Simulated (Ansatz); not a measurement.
## MgS (Niningerite) under changes of volume

One of the cells (17.609 Å³/atom); the others are scaled copies at fixed shape and fractional positions:

```
S Mg
1.0
     0.00000    2.60165    2.60165
     2.60165    0.00000    2.60165
     2.60165    2.60165    0.00000
S Mg
1 1
Direct
  0.50000 0.50000 0.50000
  0.00000 0.00000 0.00000
```

| Property | Result |
| --- | --- |
| Program | Ansatz 0.2.0 |
| Functional | PBE0 |
| Potentials or basis | Ansatz PAW |
| Cutoff | 420 eV (not typed: the program's choice for these potentials) |
| k mesh | 4 × 4 × 4 |
| Occupations | fermi-dirac, width 0.05 eV |
| Spin | no spin polarisation |

| volume (Å³/atom) | energy over the lowest point (meV/atom) | pressure (GPa) | gap on the mesh (eV) |
| --- | --- | --- | --- |
| 16.553 | 17.12 | 5.5 | 4.69 |
| 16.905 | 7.25 | 3.5 | 4.64 |
| 17.257 | ? | ? | ? |
| 17.609 | 0.00 | -0.1 | 4.54 |
| 17.962 | 1.83 | -1.6 | 4.49 |
| 18.314 | 6.83 | -3.0 | 4.44 |
| 18.666 | 14.70 | -4.2 | 4.39 |

Question: What does the run at 17.257 Å³/atom give?

Answer: Energy over the lowest point 1.68 meV/atom; pressure 1.6 GPa; gap on the mesh 4.59 eV.

Worked out: A Birch-Murnaghan fit of order 3 (a polynomial in V^(-2/3)) to the other rows has its minimum at 17.60 Å³/atom with B0 = V·E''(V) = 80 GPa and B' = 4.1. It gives 1.68 meV/atom at 17.257 Å³/atom, against the run's 1.68, and -dE/dV = 1.6 GPa, against 1.6. A straight line through the other rows of the gap, of slope -2.49 eV per unit of ln V, gives 4.59 eV, against the run's 4.59.

Energies are extrapolated to zero smearing.

Caveats: all runs use coarse meshes; the PAW data sets come from PBE, with cores solved anew for the run's functional, which leaves a small shift of forces and pressure; the thresholds are loose for stress.

A mesh can miss the band edges.
